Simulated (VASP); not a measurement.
# Lattice of SiNi across functionals and dispersion corrections, part 7 of 8

Wanted: equilibrium cells of SiNi at many levels, with their cost. The start is a computed cell from the Materials Project.

VASP 6.6.1, plane waves and PAW; the level of theory is named at each step.

Still holding for the runs below: This run allows spin, but its moments start at zero, where symmetry between the spins tends to hold them, which is where the search above led.

So far. Step 8 (Relaxation with LDA): It ends with a largest force of 0.006 eV/Å and a pressure of -0.06 GPa. The conventional cell has a = 2.934, b = 3.270 and c = 4.635 Å. Step 9 (Relaxation with PBEsol): It ends at 11.32 Å³/atom, +0.3 % from the start, with 0.04 GPa left. The conventional cell has a = 2.948, b = 3.290 and c = 4.670 Å.

## (10) Relaxation with r2SCAN

This step: r2SCAN, zero-moment start; plane waves and PAW (Si, Ni) (VASP 6.6.1).

r2SCAN adds the kinetic-energy density, costs more than a GGA and is run with LASPH.

Input file INCAR:

```
SYSTEM = SiNi
PREC = Accurate
ENCUT = 520
EDIFF = 1E-06
NELM = 100
ISMEAR = -1
SIGMA = 0.05
LREAL = .FALSE.
ALGO = Normal
METAGGA = R2SCAN
LASPH = .TRUE.
NBANDS = 22
ISPIN = 2
MAGMOM = 0 0 0 0
LMAXMIX = 4
LORBIT = 11
LWAVE = .FALSE.
LCHARG = .FALSE.
KPAR = 8
IBRION = 2
NSW = 60
ISIF = 3
EDIFFG = -0.01
```

Input file POSCAR:

```
SiNi
1.0
    2.9427706600      0.0000000000      0.0000000000
    0.0000000000      3.2803255400      0.0000000000
    0.0000000000      0.0000000000      4.6774467600
Si Ni
2 2
Direct
    0.0000000000      0.0000000000      0.1568568400
    0.5000000000      0.5000000000      0.8431431600
    0.0000000000      0.0000000000      0.6575044100
    0.5000000000      0.5000000000      0.3424955900
```

Input file KPOINTS:

```
Automatic mesh
0
Gamma
9 8 6
0 0 0
```

The projector-augmented-wave data sets are Si and Ni (PBE family, release 64).

Started as:

```
> mpirun -np 8 vasp_std
```

Log:

```text
[banner, memory and clock lines left out]
running    8 mpi-ranks, on    1 nodes
[...]
[... a notice as in an earlier step ...]

 [... a notice as in an earlier step ...]

 LDA part: xc-table for (None), standard interpolation
 POSCAR, INCAR and KPOINTS ok, starting setup
[...]
entering main loop
       N       E                     dE             d eps       ncg     rms          rms(c)
DAV:   1     0.126096091194E+03    0.12610E+03   -0.12873E+04  8808   0.157E+03
DAV:   2    -0.410779906436E+02   -0.16717E+03   -0.15777E+03  8938   0.296E+02
DAV:   3    -0.494264979095E+02   -0.83485E+01   -0.81498E+01 10552   0.795E+01
DAV:   4    -0.495969857948E+02   -0.17049E+00   -0.17028E+00 10060   0.102E+01
[...]
DAV:  13    -0.431121308530E+02   -0.30784E-05   -0.13009E-05 10190   0.322E-02    0.133E-02
DAV:  14    -0.431121326617E+02   -0.18087E-05   -0.57770E-06 10012   0.231E-02    0.513E-03
DAV:  15    -0.431121333814E+02   -0.71969E-06   -0.16956E-06  8434   0.118E-02
   1 F= -.43112133E+02 E0= -.43108228E+02  d E =-.431121E+02  mag=    -0.0000
[... from here on, the cycles between the ionic steps are left out ...]
   2 F= -.43113415E+02 E0= -.43109683E+02  d E =-.128171E-02  mag=     0.0000
   3 F= -.43113417E+02 E0= -.43109692E+02  d E =-.128328E-02  mag=     0.0000
   4 F= -.43113505E+02 E0= -.43109867E+02  d E =-.886350E-04  mag=    -0.0000
   5 F= -.43113586E+02 E0= -.43109914E+02  d E =-.169703E-03  mag=    -0.0000
   6 F= -.43113586E+02 E0= -.43109909E+02  d E =-.168935E-03  mag=    -0.0000
   7 F= -.43113586E+02 E0= -.43109907E+02  d E =-.169358E-03  mag=     0.0000
   8 F= -.43113129E+02 E0= -.43109461E+02  d E =0.457232E-03  mag=    -0.0000
   9 F= -.43113526E+02 E0= -.43109853E+02  d E =0.600650E-04  mag=     0.0000
  10 F= -.43113575E+02 E0= -.43109900E+02  d E =0.110617E-04  mag=    -0.0000
  11 F= -.43113588E+02 E0= -.43109911E+02  d E =-.192448E-05  mag=    -0.0000
  12 F= -.43113589E+02 E0= -.43109911E+02  d E =-.276896E-05  mag=    -0.0000
  13 F= -.43113589E+02 E0= -.43109912E+02  d E =-.250405E-05  mag=    -0.0000
  14 F= -.43113574E+02 E0= -.43109906E+02  d E =0.142730E-04  mag=    -0.0000
  15 F= -.43113595E+02 E0= -.43109921E+02  d E =-.678662E-05  mag=     0.0000
[...]
reached required accuracy - stopping structural energy minimisation
```

Wall time 8.4 min (8 MPI ranks of Intel Xeon Platinum 8259CL at 2.50GHz (Skylake/Cascade Lake), shared host); peak memory 2.5 GiB; 54 min of CPU time.

OUTCAR, selected parts (step 10):

```text
  Total       -0.0350952      0.0001671     -0.0078996      0.0000000      0.0000000      0.0000000
  in kB       -1.2403913      0.0059065     -0.2791986      0.0000000      0.0000000      0.0000000
  external PRESSURE =      -0.5045611 kB  Pullay stress =       0.0000000 kB

 POSITION                                       TOTAL-FORCE (eV/Angst)
 -----------------------------------------------------------------------------------
      0.00000      0.00000      0.73198         0.000000      0.000000     -0.002480
      1.47476      1.64808      3.93074         0.000000      0.000000      0.002480
      0.00000      0.00000      3.06304         0.000000      0.000000     -0.009732
      1.47476      1.64808      1.59969         0.000000      0.000000      0.009732
 -----------------------------------------------------------------------------------
    total drift:                                0.000000     -0.000000      0.000000

  FREE ENERGIE OF THE ION-ELECTRON SYSTEM (eV)
  ---------------------------------------------------
  free  energy   TOTEN  =       -43.1135953051 eV

  energy  without entropy=      -43.1062476592  energy(sigma->0) =      -43.10992148

 magnetization (x)
# of ion       s       p       d       tot
------------------------------------------
    1        0.000  -0.000   0.000   0.000
    2        0.000  -0.000   0.000   0.000
    3        0.000   0.000   0.000   0.000
    4        0.000   0.000   0.000   0.000
--------------------------------------------------
tot          0.000   0.000   0.000   0.000

[... 2 parts as in an earlier step ...]

[... 2 further parts left out ...]
[key lines of the parts left out:]
E-fermi :  11.6219
```

The steps of the relaxation:

```tsv
step	energy less that of the first step (eV)	largest force (eV/Å)	pressure (GPa)	volume (Å³)
1	0.0000	0.0380	0.51	45.15
2	-0.0013	0.0135	-0.31	45.39
3	-0.0013	0.0129	-0.38	45.40
4	-0.0014	0.0147	0.22	45.28
5	-0.0015	0.0134	0.05	45.33
6	-0.0015	0.0136	0.02	45.33
7	-0.0015	0.0132	-0.44	45.33
8	-0.0010	0.0160	0.67	45.13
9	-0.0014	0.0144	0.37	45.25
10	-0.0014	0.0146	0.20	45.29
11	-0.0015	0.0147	0.03	45.31
12	-0.0015	0.0137	-0.20	45.31
13	-0.0015	0.0130	0.15	45.31
14	-0.0014	0.0032	-0.21	45.36
15	-0.0015	0.0097	-0.05	45.33
```

```tsv
conventional cell, symmetrised	before	after	change
a (Å)	2.943	2.950	+0.2 %
b (Å)	3.280	3.296	+0.5 %
c (Å)	4.677	4.663	-0.3 %
volume (Å³/atom)	11.29	11.33	+0.4 %
```

Final coordinates:

```cif
data_structure
_symmetry_space_group_name_H-M 'P 1'
_symmetry_Int_Tables_number 1
_cell_length_a 2.9495
_cell_length_b 3.2962
_cell_length_c 4.6627
_cell_angle_alpha 90.000
_cell_angle_beta 90.000
_cell_angle_gamma 90.000
_cell_volume 45.33
loop_
_atom_site_label
_atom_site_type_symbol
_atom_site_fract_x
_atom_site_fract_y
_atom_site_fract_z
_atom_site_occupancy
Si1 Si 0.00000 0.00000 0.15699 1
Si2 Si 0.50000 0.50000 0.84301 1
Ni3 Ni 0.00000 0.00000 0.65692 1
Ni4 Ni 0.50000 0.50000 0.34308 1
```

It ends at 11.33 Å³/atom, +0.4 % from the start, with -0.05 GPa left. The conventional cell has a = 2.950, b = 3.296 and c = 4.663 Å.

## (11) Relaxation with r2SCAN + rVV10

This step: r2SCAN with rVV10, zero-moment start; plane waves and PAW (Si, Ni) (VASP 6.6.1).

LUSE_VDW switches on a nonlocal correlation term for dispersion.

Changes to INCAR since step 10:

```diff
@@ -10,2 +10,6 @@
 METAGGA = R2SCAN
+LUSE_VDW = .TRUE.
+IVDW_NL = 2
+BPARAM = 11.95
+CPARAM = 0.0093
 LASPH = .TRUE.
```

POSCAR is that of step 10.

KPOINTS is that of step 10.

Started as:

```
> mpirun -np 8 vasp_std
```

Log:

```text
[banner, memory and clock lines left out]
running    8 mpi-ranks, on    1 nodes
[...]
[... a notice as in an earlier step ...]

|                                                                             |
|               ----> ADVICE to this user running VASP <----                  |
|                                                                             |
|     You have switched on vdW-DFT.                                           |
|     This routine was written and supplied by Jiri Klimes. We recommend      |
|     that you carefully read and cite the following publications:            |
|       J. Klimes, D.R. Bowler, A. Michelides                                 |
|          J. Phys.: Cond Matt. 22 022201 (2010)                              |
|       J. Klimes, D.R. Bowler, A. Michelides                                 |
|          Phys. Rev. B. 83, 195131 (2011)                                    |
|     and references therein.                                                 |
[...]
3 F= -.42561311E+02 E0= -.42557501E+02  d E =-.915760E-03  mag=    -0.0000
   4 F= -.42561737E+02 E0= -.42558066E+02  d E =-.425699E-03  mag=    -0.0000
   5 F= -.42561738E+02 E0= -.42558066E+02  d E =-.427078E-03  mag=     0.0000
   6 F= -.42561513E+02 E0= -.42557833E+02  d E =0.225086E-03  mag=    -0.0000
   7 F= -.42561744E+02 E0= -.42558069E+02  d E =-.526206E-05  mag=     0.0000
   8 F= -.42561744E+02 E0= -.42558069E+02  d E =-.545234E-05  mag=    -0.0000
   9 F= -.42561744E+02 E0= -.42558070E+02  d E =-.568248E-05  mag=     0.0000
  10 F= -.42561742E+02 E0= -.42558068E+02  d E =-.327160E-05  mag=    -0.0000
  11 F= -.42561743E+02 E0= -.42558069E+02  d E =-.437713E-05  mag=     0.0000
  12 F= -.42561742E+02 E0= -.42558069E+02  d E =-.371364E-05  mag=     0.0000
  13 F= -.42561742E+02 E0= -.42558068E+02  d E =-.360201E-05  mag=     0.0000
  14 F= -.42561742E+02 E0= -.42558069E+02  d E =-.332629E-05  mag=     0.0000
  15 F= -.42561742E+02 E0= -.42558068E+02  d E =-.339303E-05  mag=     0.0000
  16 F= -.42561786E+02 E0= -.42558106E+02  d E =-.444230E-04  mag=     0.0000
 trial-energy change:   -0.000044  1 .order   -0.000047   -0.000071   -0.000022
 step:   1.1154(harm=  1.1154)  dis= 0.00090  next Energy=   -42.561794 (dE=-0.518E-04)
 reached required accuracy - stopping structural energy minimisation
```

Run time: 11 min. Hardware: 8 MPI ranks; peak memory 3.2 GiB.

From OUTCAR (step 11):

```text
  Total       -0.0225305      0.0282930      0.0089868      0.0000000      0.0000000      0.0000000
  in kB       -0.8011181      1.0060150      0.3195447      0.0000000      0.0000000      0.0000000
  external PRESSURE =       0.1748139 kB  Pullay stress =       0.0000000 kB

 POSITION                                       TOTAL-FORCE (eV/Angst)
 -----------------------------------------------------------------------------------
      0.00000      0.00000      0.73076         0.000000      0.000000     -0.002074
      1.46984      1.64540      3.92708         0.000000      0.000000      0.002074
      0.00000      0.00000      3.05728         0.000000      0.000000     -0.001175
      1.46984      1.64540      1.60056         0.000000      0.000000      0.001175
 -----------------------------------------------------------------------------------
    total drift:                                0.000000     -0.000000      0.000000

  FREE ENERGIE OF THE ION-ELECTRON SYSTEM (eV)
  ---------------------------------------------------
  free  energy   TOTEN  =       -42.5617862083 eV

  energy  without entropy=      -42.5544255156  energy(sigma->0) =      -42.55810586

 magnetization (x)
# of ion       s       p       d       tot
------------------------------------------
    1        0.000  -0.000   0.000   0.000
    2        0.000  -0.000   0.000   0.000
    3        0.000  -0.000   0.000   0.000
    4        0.000  -0.000   0.000   0.000
--------------------------------------------------
tot          0.000  -0.000   0.000   0.000

[... 2 parts as in an earlier step ...]

[... 2 further parts left out ...]
[key lines of the parts left out:]
E-fermi :  11.7066
```

The steps of the relaxation:

```tsv
step	energy less that of the first step (eV)	largest force (eV/Å)	pressure (GPa)	volume (Å³)
1	0.0000	0.0560	-0.57	45.15
2	-0.0007	0.0485	0.65	44.89
3	-0.0009	0.0502	0.45	44.97
4	-0.0013	0.0156	0.04	45.06
5	-0.0013	0.0151	0.31	45.06
6	-0.0011	0.0052	-0.55	45.18
7	-0.0013	0.0107	-0.13	45.09
8	-0.0013	0.0114	-0.15	45.08
9	-0.0013	0.0133	-0.17	45.07
10	-0.0013	0.0143	-0.08	45.06
11	-0.0013	0.0143	-0.33	45.07
12	-0.0013	0.0141	0.27	45.06
13	-0.0013	0.0142	-0.18	45.06
14	-0.0013	0.0142	0.05	45.06
15	-0.0013	0.0142	-0.06	45.06
16	-0.0014	0.0021	0.02	45.06
```

```tsv
conventional cell, symmetrised	before	after	change
a (Å)	2.943	2.940	-0.1 %
b (Å)	3.280	3.291	+0.3 %
c (Å)	4.677	4.658	-0.4 %
volume (Å³/atom)	11.29	11.26	-0.2 %
```

Final coordinates:

```
Si Ni
1.0
     2.93968    0.00000    0.00000
     0.00000    3.29079    0.00000
     0.00000    0.00000    4.65784
Si Ni
2 2
Cartesian
  0.0000 0.0000 0.7308
  1.4698 1.6454 3.9271
  0.0000 0.0000 3.0573
  1.4698 1.6454 1.6006
```

It ends at 11.26 Å³/atom, -0.2 % from the start, with 0.02 GPa left. The conventional cell has a = 2.940, b = 3.291 and c = 4.658 Å. Against plain r2SCAN, the dispersion term moves a by -0.3 %, b by -0.2 % and c by -0.1 %.

## (12) Relaxation with SCAN

This step: SCAN, zero-moment start; plane waves and PAW (Si, Ni) (VASP 6.6.1).

SCAN adds the kinetic-energy density; it is numerically more delicate than r2SCAN.

Changes to INCAR since step 11:

```diff
@@ -9,7 +9,3 @@
 ALGO = Normal
-METAGGA = R2SCAN
-LUSE_VDW = .TRUE.
-IVDW_NL = 2
-BPARAM = 11.95
-CPARAM = 0.0093
+METAGGA = SCAN
 LASPH = .TRUE.
```

POSCAR is that of step 11.

KPOINTS is that of step 11.

Started as:

```
> mpirun -np 8 vasp_std
```

Log:

```text
[... set-up lines as in an earlier step ...]
 entering main loop
       N       E                     dE             d eps       ncg     rms          rms(c)
DAV:   1     0.115423405361E+03    0.11542E+03   -0.12824E+04  8808   0.156E+03
DAV:   2    -0.522101870588E+02   -0.16763E+03   -0.15820E+03  8932   0.296E+02
DAV:   3    -0.605295197600E+02   -0.83193E+01   -0.81149E+01 10582   0.791E+01
DAV:   4    -0.607017040402E+02   -0.17218E+00   -0.17197E+00 10060   0.103E+01
[...]
DAV:  16    -0.540947577784E+02    0.13121E-05   -0.41186E-07  5384   0.867E-03    0.102E-03
DAV:  17    -0.540947547772E+02    0.30012E-05   -0.90087E-08  5258   0.312E-03    0.412E-04
DAV:  18    -0.540947548626E+02   -0.85401E-07   -0.21381E-08  5060   0.212E-03
   1 F= -.54094755E+02 E0= -.54090815E+02  d E =-.540948E+02  mag=    -0.0000
[... from here on, the cycles between the ionic steps are left out ...]
   2 F= -.54100594E+02 E0= -.54096781E+02  d E =-.583942E-02  mag=     0.0000
   3 F= -.54103244E+02 E0= -.54099399E+02  d E =-.848950E-02  mag=     0.0000
   4 F= -.54103080E+02 E0= -.54099222E+02  d E =-.832513E-02  mag=     0.0000
   5 F= -.54104578E+02 E0= -.54100780E+02  d E =-.149773E-02  mag=    -0.0000
   6 F= -.54104578E+02 E0= -.54100790E+02  d E =-.149844E-02  mag=     0.0000
   7 F= -.54104571E+02 E0= -.54100783E+02  d E =-.149104E-02  mag=     0.0000
   8 F= -.54104619E+02 E0= -.54100817E+02  d E =-.481904E-04  mag=    -0.0000
 trial-energy change:   -0.000048  1 .order   -0.000058   -0.000100   -0.000016
 step:   1.1374(harm=  1.1374)  dis= 0.00166  next Energy=   -54.104631 (dE=-0.599E-04)
 reached required accuracy - stopping structural energy minimisation
```

Elapsed: 6.8 min, on 8 MPI ranks; peak memory 2.5 GiB.

From OUTCAR (step 12):

```text
  Total       -0.0113518      0.0058777      0.0076424      0.0000000      0.0000000      0.0000000
  in kB       -0.4060546      0.2102453      0.2733705      0.0000000      0.0000000      0.0000000
  external PRESSURE =       0.0258537 kB  Pullay stress =       0.0000000 kB

 POSITION                                       TOTAL-FORCE (eV/Angst)
 -----------------------------------------------------------------------------------
      0.00000      0.00000      0.74692         0.000000      0.000000     -0.000961
      1.46724      1.63877      3.91010         0.000000      0.000000      0.000961
      0.00000      0.00000      3.06970         0.000000      0.000000      0.003617
      1.46724      1.63877      1.58733         0.000000      0.000000     -0.003617
 -----------------------------------------------------------------------------------
    total drift:                                0.000000     -0.000000      0.000000

  FREE ENERGIE OF THE ION-ELECTRON SYSTEM (eV)
  ---------------------------------------------------
  free  energy   TOTEN  =       -54.1046192272 eV

  energy  without entropy=      -54.0970146176  energy(sigma->0) =      -54.10081692

 magnetization (x)
# of ion       s       p       d       tot
------------------------------------------
    1        0.000   0.000   0.000   0.000
    2        0.000   0.000   0.000   0.000
    3       -0.000   0.000  -0.000  -0.000
    4       -0.000   0.000  -0.000  -0.000
--------------------------------------------------
tot          0.000   0.000  -0.000  -0.000

[... 2 parts as in an earlier step ...]

[... 2 further parts left out ...]
[key lines of the parts left out:]
E-fermi :  11.7842
```

It ends at 11.20 Å³/atom, -0.8 % from the start, with 0.00 GPa left. The conventional cell has a = 2.934, b = 3.278 and c = 4.657 Å.

## (13) Relaxation with vdW-DF-cx

This step: vdW-DF-cx, zero-moment start; plane waves and PAW (Si, Ni) (VASP 6.6.1).

vdW-DF-cx takes its exchange from the same plasmon model as its correlation.

Changes to INCAR since step 12:

```diff
@@ -9,3 +9,5 @@
 ALGO = Normal
-METAGGA = SCAN
+GGA = CX
+AGGAC = 0
+LUSE_VDW = .TRUE.
 LASPH = .TRUE.
```

POSCAR is that of step 12.

KPOINTS is that of step 12.

Started as:

```
> mpirun -np 8 vasp_std
```

Log:

```text
[banner, memory and clock lines left out]
running    8 mpi-ranks, on    1 nodes
[...]
[... a notice as in an earlier step ...]

 [... a notice as in an earlier step ...]

 [... a notice as in an earlier step ...]

 LDA part: xc-table for (Slater+PW92), standard interpolation
 POSCAR, INCAR and KPOINTS ok, starting setup
[...]
entering main loop
       N       E                     dE             d eps       ncg     rms          rms(c)
DAV:   1     0.150594502000E+03    0.15059E+03   -0.12388E+04  8808   0.151E+03
DAV:   2    -0.120253929280E+02   -0.16262E+03   -0.15347E+03  8926   0.288E+02
DAV:   3    -0.199939341080E+02   -0.79685E+01   -0.77611E+01 10616   0.753E+01
DAV:   4    -0.201709651630E+02   -0.17703E+00   -0.17678E+00 10120   0.102E+01
[...]
DAV:  13    -0.167952827627E+02    0.42387E-05   -0.28028E-06  8970   0.271E-02    0.116E-02
DAV:  14    -0.167952811417E+02    0.16209E-05   -0.30313E-06  8158   0.199E-02    0.295E-03
DAV:  15    -0.167952811638E+02   -0.22084E-07   -0.89454E-07  5518   0.933E-03
[...]
5 F= -.16801343E+02 E0= -.16797273E+02  d E =-.606222E-02  mag=     0.0000
   6 F= -.16802257E+02 E0= -.16798315E+02  d E =-.914053E-03  mag=    -0.0000
   7 F= -.16802259E+02 E0= -.16798321E+02  d E =-.915798E-03  mag=    -0.0000
   8 F= -.16802233E+02 E0= -.16798287E+02  d E =0.266600E-04  mag=     0.0000
   9 F= -.16802250E+02 E0= -.16798308E+02  d E =0.894627E-05  mag=     0.0000
  10 F= -.16802253E+02 E0= -.16798312E+02  d E =0.576104E-05  mag=    -0.0000
  11 F= -.16802257E+02 E0= -.16798317E+02  d E =0.250633E-05  mag=     0.0000
  12 F= -.16802258E+02 E0= -.16798319E+02  d E =0.135732E-05  mag=    -0.0000
  13 F= -.16802260E+02 E0= -.16798321E+02  d E =-.357195E-06  mag=     0.0000
  14 F= -.16802258E+02 E0= -.16798320E+02  d E =0.735648E-06  mag=    -0.0000
  15 F= -.16802258E+02 E0= -.16798319E+02  d E =0.951798E-06  mag=    -0.0000
  16 F= -.16802258E+02 E0= -.16798319E+02  d E =0.112076E-05  mag=    -0.0000
  17 F= -.16802258E+02 E0= -.16798319E+02  d E =0.110432E-05  mag=    -0.0000
  18 F= -.16802274E+02 E0= -.16798332E+02  d E =-.157948E-04  mag=     0.0000
 trial-energy change:   -0.000016  1 .order   -0.000015   -0.000033    0.000003
 step:   0.6595(harm=  0.6595)  dis= 0.00028  next Energy=   -16.802273 (dE=-0.151E-04)
 reached required accuracy - stopping structural energy minimisation
```

Wall time 8.1 min (8 MPI ranks); peak memory 3.7 GiB.

From OUTCAR (step 13):

```text
  Total        0.0165672     -0.0059405      0.0168659      0.0000000      0.0000000      0.0000000
  in kB        0.5793458     -0.2077365      0.5897890      0.0000000      0.0000000      0.0000000
  external PRESSURE =       0.3204661 kB  Pullay stress =       0.0000000 kB

 POSITION                                       TOTAL-FORCE (eV/Angst)
 -----------------------------------------------------------------------------------
      0.00000      0.00000      0.74117         0.000000      0.000000     -0.001436
      1.48197      1.65150      3.93883         0.000000      0.000000      0.001436
      0.00000      0.00000      3.07461         0.000000      0.000000      0.001553
      1.48197      1.65150      1.60539         0.000000      0.000000     -0.001553
 -----------------------------------------------------------------------------------
    total drift:                                0.000000     -0.000000      0.000000

  FREE ENERGIE OF THE ION-ELECTRON SYSTEM (eV)
  ---------------------------------------------------
  free  energy   TOTEN  =       -16.8022738754 eV

  energy  without entropy=      -16.7943909726  energy(sigma->0) =      -16.79833242

 magnetization (x)
# of ion       s       p       d       tot
------------------------------------------
    1       -0.000  -0.000   0.000  -0.000
    2       -0.000  -0.000   0.000  -0.000
    3        0.000  -0.000   0.000   0.000
    4        0.000  -0.000   0.000   0.000
--------------------------------------------------
tot         -0.000  -0.000   0.000  -0.000

[... 2 parts as in an earlier step ...]

[... 2 further parts left out ...]
[key lines of the parts left out:]
E-fermi :  11.4554
```

It ends at 11.45 Å³/atom, +1.5 % from the start, with 0.03 GPa left. The conventional cell has a = 2.964, b = 3.303 and c = 4.680 Å.

(Continued in part 8 of 8.)

[Lines on the potential files, build, host, timing and source positions are cut from VASP's logs without a mark.]

[Logs are printed without paths, hosts, clocks, repeated set-up lines and the standing remarks that a program may print on its own settings, such as how far it seeks lower states.]

[Hosts, paths, dates, database ids (printed as entryN), source tags and the programs' standing remarks are cut or masked in the printed files.]

[A measured line is paired with the nearest computed mode of its activity, which favours agreement.]

[In band tables of VASP the shares of atoms and orbitals are scaled to a sum of 1 inside the atoms' spheres.]
